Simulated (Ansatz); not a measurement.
# HfO2: the cost of one run

Method: DFT r2SCAN, scalar-relativistic, plane waves, PAW, in Ansatz 0.2.0.

**1. The system as given**

The structure is orthorhombic, space group Pca2_1 (No. 29). Conventional cell: a = 5.219 Å, b = 5.005 Å, c = 5.033 Å, α = 90.00°, β = 90.00°, γ = 90.00°. Hf (site symmetry 1) is surrounded by 7 O at 2.02 to 2.23 Å. O (site symmetry 1) is surrounded by 3 Hf at 2.02 to 2.13 Å. Around O (site symmetry 1) lie 4 Hf at 2.11 to 2.23 Å.

As a file:

```
CELL_PARAMETERS angstrom
5.21946 0.00000 0.00000
0.00000 5.00476 0.00000
0.00000 0.00000 5.03269
ATOMIC_POSITIONS crystal
Hf 0.03301 0.26748 0.24144
Hf 0.46699 0.26748 0.74144
Hf 0.53301 0.73252 0.24144
Hf 0.96699 0.73252 0.74144
O 0.36787 0.07135 0.37927
O 0.13213 0.07135 0.87927
O 0.73395 0.46012 0.49229
O 0.76605 0.46012 0.99229
O 0.26605 0.53988 0.99229
O 0.23395 0.53988 0.49229
O 0.86787 0.92865 0.37927
O 0.63213 0.92865 0.87927
```

The structure rests on an entry of the Materials Project (structure only); cell or positions may have been set otherwise for this series.

**2. Relaxing cell and atoms: HfO2, no spin**

File input.yaml:

```yaml
crystal:
  lattice:
    - [5.21946336, 0.0, 0.0]
    - [0.0, 5.00476369, 0.0]
    - [0.0, 0.0, 5.03268505]
  atoms:
    - { symbol: Hf, position: [0.033006, 0.26747918, 0.24144035] }
    - { symbol: Hf, position: [0.466994, 0.26747918, 0.74144035] }
    - { symbol: Hf, position: [0.533006, 0.73252082, 0.24144035] }
    - { symbol: Hf, position: [0.966994, 0.73252082, 0.74144035] }
    - { symbol: O, position: [0.36787255, 0.0713546, 0.37926726] }
    - { symbol: O, position: [0.13212745, 0.0713546, 0.87926726] }
    - { symbol: O, position: [0.73394852, 0.46011695, 0.49229239] }
    - { symbol: O, position: [0.76605148, 0.46011695, 0.99229239] }
    - { symbol: O, position: [0.26605148, 0.53988305, 0.99229239] }
    - { symbol: O, position: [0.23394852, 0.53988305, 0.49229239] }
    - { symbol: O, position: [0.86787255, 0.9286454, 0.37926726] }
    - { symbol: O, position: [0.63212745, 0.9286454, 0.87926726] }
scf:
  occupations: { method: fixed }
output:
  forces: true
  stress: true
  eigenvalues: true
hamiltonian:
  xc: r2scan
kpoints:
  mp_grid: { grid: [4, 4, 4] }
relax:
  f_tol: 0.003
  cell: { stress_tol: 0.03 }
```

On the command line:

```bash
$ ansatz run input.yaml --threads 8 --pin off --max-ram 28672MiB --backend cpu --events-out ev --progress --plain --runs-dir out
```

Q: Estimate wall time and peak memory on 8 threads of Arm Neoverse V2, shared host.

About 79 s, with a peak of 1.3 GiB.
